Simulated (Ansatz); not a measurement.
BaTiO3:

```xyz
10
Lattice="-3.9998 0.0000 0.0000 0.0000 0.0000 -4.0180 0.0000 -7.9996 0.0000" Properties=species:S:1:pos:R:3 pbc="T T T"
Ba   -0.0058   -4.0605   -0.0926
Ba   -3.9940   -7.9389   -3.9254
Ti   -1.9212   -1.8863   -2.2629
Ti   -2.0786   -6.1133   -1.8998
O    -1.9751   -2.0651   -3.8813
O    -2.0247   -5.9345   -0.0081
O    -2.0303   -4.0593   -2.0063
O    -1.9695   -7.9401   -1.8911
O    -0.0609   -2.1690   -1.9624
O    -3.9389   -5.8306   -1.9350
```

```yaml
Program: Ansatz 0.2.0
Task: relaxation of cell and atoms
Functional: PBEsol
Potentials_or_basis: Ansatz PAW
Cutoff: "420 eV (not typed: the program's choice for these potentials)"
k_mesh: 7 × 7 × 4
Occupations: fermi-dirac, width 0.05 eV
Spin: no spin polarisation
Hubbard_terms: Ti d U = 5 eV
```

At the start: volume 12.86 Å³/atom.

Where does the relaxation end?

It ends after 9 steps and the volume is 12.64 Å³/atom (-1.7 %); space group Pm-3m (No. 221, to 0.05 Å).

The path:
```csv
step,energy change (eV),largest force (eV/Å),volume (Å³)
1,0.0000,7.1234,128.56
2,-1.4620,2.8038,131.02
3,-1.6797,0.0865,119.90
4,-1.8654,0.0137,127.16
5,-1.8716,0.0045,126.41
6,-1.8716,0.0006,126.43
7,-1.8644,0.0006,126.43
8,-1.8647,0.0002,126.36
9,-1.8644,0.0002,126.36
```

Final structure:
```
Ba Ti O
1.0
    -3.98280    0.00000    0.00000
     0.00000    0.00000   -3.98284
     0.00000   -7.96558    0.00000
Ba Ti O
2 2 6
Direct
  0.00001 0.99442 0.50000
  0.00001 0.99442 0.00000
  0.50001 0.49442 0.25001
  0.50002 0.49445 0.75001
  0.50000 0.99439 0.25000
  0.49999 0.99436 0.75000
  0.49999 0.49439 0.49999
  0.49999 0.49439 0.99999
  0.99999 0.49439 0.25000
  0.99998 0.49438 0.75000
```

Caveat: the plane-wave basis is chosen anew once the cell has moved, so the energies of steps on either side of that aren't comparable; the pressure holds a Pulay correction of +0.6 GPa for the finite cutoff; the PAW data sets come from PBE, with cores solved anew for the run's functional, which leaves a small shift of forces and pressure.
